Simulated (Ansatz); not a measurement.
Three zincblende compounds, relaxed with r2SCAN in the plane-wave code Ansatz. Calculated for a static, non-magnetic cell.

| compound | a (Å) | gap, HSE06 (eV) |
| --- | --- | --- |
| GaAs | 5.666 | 1.36 (Γ) |
| GaSb | 6.132 | 0.77 (Γ) |
| CdS | 5.878 | not needed |

**What is the misfit strain of a coherent GaAs film on CdS?** ε∥ = (a_sub − a_film)/a_film = (5.878 − 5.666)/5.666 = +3.74 %: the film is in tension in the plane. At this size it stays coherent for a few layers at most.

**By Vegard's law, which share x of GaSb in (GaAs)₁₋ₓ(GaSb)ₓ matches the substrate?** (1 − x) × 5.666 + x × 6.132 = 5.878 gives x = (5.878 − 5.666)/(6.132 − 5.666) = 0.455.

**Without bowing, what gap would that alloy have?** (1 − 0.455) × 1.36 + 0.455 × 0.77 = 1.09 eV with HSE06. Bowing would lower it by b x(1 − x) = 0.248 b.

Spin-orbit coupling is left out, which matters wherever the heavy atoms make up the band edges.

The meshes of the hybrids are coarse, so their gaps aren't converged to the digits shown.
